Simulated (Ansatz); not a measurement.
# SiO2 (I-42d): the equilibrium volume, part 1 of 2

Aim: the volume at which the pressure of SiO2 (I-42d) vanishes.

Program: Ansatz 0.2.0. Level of theory: DFT PBEsol, scalar-relativistic, plane waves, PAW. These are calculated values, not measurements.

2 further runs of the same task are left out: 2 set aside as unsound or not needed.

### 1 The starting structure

The structure is tetragonal, space group I-42d (No. 122). The conventional cell has a = 4.955 Å, b = 4.955 Å, c = 7.311 Å, α = 90.00°, β = 90.00°, γ = 90.00°. Si (site symmetry -4) has 4 O at 1.61 Å as nearest neighbours. O (site symmetry 2) is surrounded by 2 Si at 1.61 Å.

Coordinates:

```xyz
6
Lattice="-2.4773 2.4773 3.6557 2.4773 -2.4773 3.6557 2.4773 2.4773 -3.6557" Properties=species:S:1:pos:R:3 pbc="T T T"
Si    0.0000    0.0000    0.0000
Si    0.0000    2.4773    1.8278
O     0.4795    1.2386    0.9139
O     1.2386    2.9568    2.7418
O    -1.2386    1.9978    2.7418
O    -0.4795    3.7159    0.9139
```

### 2 The first run (PBEsol, 6×6×6 mesh)

Contents of input.yaml:

```yaml
crystal:
  lattice:
    - [-2.4772904627, 2.4772904627, 3.6556712422]
    - [2.4772904627, -2.4772904627, 3.6556712422]
    - [2.4772904627, 2.4772904627, -3.6556712422]
  atoms:
    - { symbol: Si, position: [0.0, 0.0, 0.0] }
    - { symbol: Si, position: [0.75, 0.25, 0.5] }
    - { symbol: O, position: [0.375, 0.22178613, 0.34678613] }
    - { symbol: O, position: [0.97178613, 0.625, 0.84678613] }
    - { symbol: O, position: [0.77821387, 0.125, 0.15321387] }
    - { symbol: O, position: [0.875, 0.02821387, 0.65321387] }
basis:
  ecutwfc: 420
kpoints:
  mp_grid: { grid: [6, 6, 6] }
hamiltonian:
  xc: pbesol
scf:
  occupations: { method: gaussian, width: 0.1 }
output:
  forces: true
  stress: true
  eigenvalues: true
```

Launch:

```
$ ansatz run input.yaml --threads 8 --pin off --max-ram 16384MiB --backend cpu --events-out ev --progress --plain --runs-dir out
```

Log:

```text
Warning: RAYON_NUM_THREADS=8 ignored (pool sized by the plan → 8); use --threads N
Engine: ansatz 0.2.0, aarch64-unknown-linux-gnu
Pseudopotentials: kind: paw
Pseudopotential: Si, paw, valence charge 4, recommended cutoff 420 eV (normal), Si.paw.azcp
Pseudopotential: O, paw, valence charge 6, recommended cutoff 420 eV (normal), O.paw.azcp
Functional definition: PBEsol
  exchange = pbesol_x
  correlation = pbesol_c
Crystal: 6 atoms, lattice volume = 89.739 Å³
Basis set: ecut = 420 eV, 1769 PW (Γ), exchange–correlation on 72×72×72 points (8 copies of the dense FFT grid, shifted against one another)
Bands: 22, of which v1, the nominal top of the filled ones, is band 16 counted from 1 (15 counted from 0)
Symmetry: 8 space group operations
Space group: I-42d (ITA 122), of the structure as read, at distance tolerance 4.5e-5 Å
k-points: 30 of 216 (time reversal used)
Non-local potential: Si, projectors of the file, l = 0: 2, l = 1: 2, l = 2: 2
Non-local potential: O, projectors of the file, l = 0: 2, l = 1: 2, l = 2: 1
PAW form: soft (Blöchl's): semilocal exchange-correlation on the pseudo side does not see the compensation charge
PAW frozen core: Si, regenerated for the run's functional, and the local potential with it (the file was generated under x = pbe(κ = 0.804, μ = 0.2195149727645171), c = pbe(β = 0.06672455060314922))
PAW frozen core: O, regenerated for the run's functional, and the local potential with it (the file was generated under x = pbe(κ = 0.804, μ = 0.2195149727645171), c = pbe(β = 0.06672455060314922))
PAW one-centre angular grid: Si, 110 points (default); XC on 64 Gauss nodes
PAW one-centre angular grid: O, 110 points (default); XC on 64 Gauss nodes
Initial density: superposition of atomic densities (neutral atoms: chi_scale 0, normalization atom), corrected by the library's trained network
Initial wavefunctions: pseudopotential atomic-orbital guess
Functional: x = pbesol(κ = 0.804, μ = 0.12345679012345678), c = pbesol(β = 0.046)
SCF iter   1: F=—  HF=-3493.256117 eV  |F-HF|=—  |Δ(HF+E_count)|=         —  Δρ=1.01e-2  dr2=6.80e-2  ethr=1.77e-3  ⟨swp⟩=6.4  Hψ=3931  notcnv=0
preconditioner: auto → none  [insulator: Δε(μ)=5.774 eV  Ē_g=16.520 eV  σ=0.100 eV  W_gap=1.00  n_scr=14 (ndim 8)  ℏωp=22.2 eV  f_vac=0.253  D(μ)=0.00/eV (n_scr^D=0)  ε∞_Penn≈2.8]
SCF iter   2: F=—  HF=-3493.240875 eV  |F-HF|=—  |Δ(HF+E_count)|=   1.52e-2  Δρ=3.80e-3  dr2=8.11e-3  ethr=2.13e-4  ⟨swp⟩=2.0  Hψ=1408  notcnv=0  defer=49
SCF iter   3: F=—  HF=-3493.238463 eV  |F-HF|=—  |Δ(HF+E_count)|=   2.41e-3  Δρ=4.87e-4  dr2=6.48e-5  ethr=2.53e-5  ⟨swp⟩=2.0  Hψ=971  notcnv=0  defer=19
automatic band count: iteration 3 solves 21 bands in place of 22: the levels show a gap, and the empty bands left out lie too high to hold charge; the band table lists the bands solved (type scf.n_extra_bands for more)
SCF iter   4: F=—  HF=-3493.238776 eV  |F-HF|=—  |Δ(HF+E_count)|=   3.12e-4  Δρ=8.48e-5  dr2=4.19e-6  ethr=2.03e-7  ⟨swp⟩=2.0  Hψ=1091  notcnv=0  defer=19
SCF iter   5: F=—  HF=-3493.238776 eV  |F-HF|=—  |Δ(HF+E_count)|=   2.78e-7  Δρ=2.55e-5  dr2=2.94e-7  ethr=1.31e-8  ⟨swp⟩=2.2  Hψ=1093  notcnv=0  defer=19
SCF iter   6: F=-3493.238776 eV  HF=-3493.238776 eV  |F-HF|=4.65e-10  |Δ(HF+E_count)|=   9.23e-9  Δρ=1.73e-6  dr2=1.76e-9  ethr=3.13e-10  ⟨swp⟩=8.5  Hψ=3040  notcnv=0
SCF 1 converged in 6 iterations: F = -3493.238776 eV  dr2 = 1.76e-9
SCF converged after 6 iterations
Free energy (F): -3493.238776 eV
Harris-Foulkes:  -3493.238776 eV  (|F-HF|=4.65e-10)
Internal energy: -3493.238776 eV  (E = F + TS)
E sigma→0 (E₀):  -3493.238776 eV
Fermi energy:    3.658246 eV
--- Per-component energies (eV) ---
  E_band       = -191.027001
  E_kinetic    = 803.308887
  E_local      = -2343.102208  (includes V_loc(G=0)·N_el)
  E_nonlocal   = 242.542930
  E_hartree    = 865.258648
  E_xc         = -403.298870
  E_vxc        = -470.863474  (∫ρ·V_xc dr)
  E_paw        = -1612.155811  (= ΣΔE_a)
  E_vpaw       = -153.440737  (= ΣTr[D̂ρ^β])
  E_aug_tail   = 0.010461  (compensation charges beyond the density's cutoff)
  E_ewald      = -1046.007085
  E_core_change = 0.204273  (= ΣΔE_core)
  E_smearing   = -0.000000  (= −TS)
  E_closure    = 0.000000  (closes the sum)
  Σ components = -3493.238776   (vs F -3493.238776, Δ=0.00e0)
--- Forces (eV/Å), atoms counted from 1 ---
  atom   1  Si     0.00000000    -0.00000000    -0.00000000
  atom   2  Si     0.00000000     0.00000000    -0.00000000
  atom   3  O      0.14615842     0.00000000     0.00000000
  atom   4  O     -0.00000000     0.14615842     0.00000000
  atom   5  O     -0.00000000    -0.14615842     0.00000000
  atom   6  O     -0.14615842    -0.00000000     0.00000000
  max |Σ_I F_I| component: 2.78e-17 eV/Å
--- Stress (GPa, compression-positive) ---
        2.255231       0.000000      -0.000000
       -0.000000       2.255231       0.000000
        0.000000       0.000000       2.129924
  P = ⅓ Tr σ = 2.2135 GPa (22.135 kbar)
--- Band table (eV; the first three rows and the last of 30) ---
  k-point 0: bands = ["-18.4338", "-16.3199", "-16.3199", "-16.2595", "-8.5347", "-4.8275", "-4.8275", "-4.5579", "-1.8507", "-1.4176", "-0.8973", "-0.8973", "-0.8416", "0.0169", "0.7112", "0.7112", "6.6041", "9.4386", "11.2449", "11.2449", "11.4176"]
  k-point 1: bands = ["-18.3200", "-16.5059", "-16.3268", "-16.2738", "-8.2482", "-5.0619", "-4.6890", "-4.4201", "-1.9253", "-1.3239", "-1.2089", "-0.9486", "-0.9118", "0.0575", "0.6285", "0.6323", "7.1788", "9.7763", "10.5971", "11.0480", "12.1133"]
  k-point 2: bands = ["-17.9953", "-16.9651", "-16.3372", "-16.3064", "-7.5036", "-5.6614", "-4.3664", "-4.2014", "-2.0693", "-1.6897", "-1.2658", "-1.2475", "-0.7372", "0.0308", "0.4417", "0.4736", "8.5219", "10.2813", "10.4099", "10.9271", "12.0966"]
  k-point 29: bands = ["-17.5020", "-17.5020", "-16.3548", "-16.3548", "-6.3668", "-6.3668", "-4.2339", "-4.2339", "-1.8069", "-1.8069", "-1.4010", "-1.4010", "-0.7761", "-0.7761", "0.3882", "0.3882", "9.5950", "9.5950", "10.9079", "10.9079", "12.3866"]
```

Run time: 0.85 s. Hardware: 8 threads of Arm Neoverse V2, shared host; peak memory 0.37 GiB.

This gives: volume 14.956 Å³/atom, pressure 2.21 GPa, mesh gap 5.89 eV.

(Continued in part 2 of 2.)
